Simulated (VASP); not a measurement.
# AlN in VASP 6.6.1, single-point calculation

INCAR

```
LASPH = .TRUE.
SIGMA = 0.01
LWAVE = .FALSE.
ISMEAR = 0
PREC = Accurate
NELM = 91
ISIF = 2
NSW = 0
LREAL = .FALSE.
IBRION = -1
NBANDS = 5
LCHARG = .FALSE.
GGA = PS
ENCUT = 520
EDIFF = 1E-7
```

KPOINTS

```
KPOINTS created by Atomic Simulation Environment
0
Gamma
10 10 10
0 0 0
```

POSCAR

```
Al N
 1.0000000000000000
     0.0000000000000000    2.0188684536385382    2.0188684536385382
     2.0188684536385382    0.0000000000000000    2.0188684536385382
     2.0188684536385382    2.0188684536385382    0.0000000000000000
 Al  N
   1   1
Cartesian
 -0.0000000000000000 -0.0000000000000000  0.0000000000000000
  2.0188684536385382  2.0188684536385382  2.0188684536385382
```

The recommended PBE PAW datasets give the neutral cell 8 valence electrons.

Command

```
mpirun -np 1 vasp_std
```

Problem. How does this run end, and what does it give?

Solution. It converged. Results: gap between bands v and c on the k mesh 4.59 eV; least direct gap on the k mesh 5.73 eV; pressure 1.4 GPa. Band v is the last that the valence electrons fill when counted band by band, and c is the next.

OSZICAR

```
N       E                     dE             d eps       ncg     rms          rms(c)
DAV:   1     0.255160790084E+02    0.25516E+02   -0.41452E+03   515   0.137E+03
DAV:   2    -0.161522012524E+02   -0.41668E+02   -0.37842E+02   670   0.236E+02
DAV:   3    -0.170620398365E+02   -0.90984E+00   -0.90984E+00   535   0.492E+01
DAV:   4    -0.170673390185E+02   -0.52992E-02   -0.52992E-02   745   0.336E+00
DAV:   5    -0.170673437887E+02   -0.47701E-05   -0.47701E-05   630   0.775E-02    0.731E+00
DAV:   6    -0.154935211671E+02    0.15738E+01   -0.78269E+00   520   0.299E+01    0.279E+00
DAV:   7    -0.154617016808E+02    0.31819E-01   -0.12011E-01   645   0.462E+00    0.173E+00
DAV:   8    -0.154485004975E+02    0.13201E-01   -0.97475E-03   570   0.195E+00    0.223E-01
DAV:   9    -0.154484460640E+02    0.54433E-04   -0.32274E-04   650   0.198E-01    0.150E-01
DAV:  10    -0.154484614355E+02   -0.15371E-04   -0.42717E-05   635   0.889E-02    0.294E-02
DAV:  11    -0.154484597743E+02    0.16612E-05   -0.58692E-06   570   0.281E-02    0.651E-03
DAV:  12    -0.154484595872E+02    0.18712E-06   -0.27799E-07   540   0.727E-03    0.444E-04
DAV:  13    -0.154484595738E+02    0.13352E-07   -0.64004E-09   260   0.123E-03
   1 F= -.15448460E+02 E0= -.15448460E+02  d E =-.132808E-11
```

For comparison, a separate PBEsol run of the intended cell, on usual settings and not on those above, gives a gap of 4.59 eV on its mesh and a pressure of 1.4 GPa.
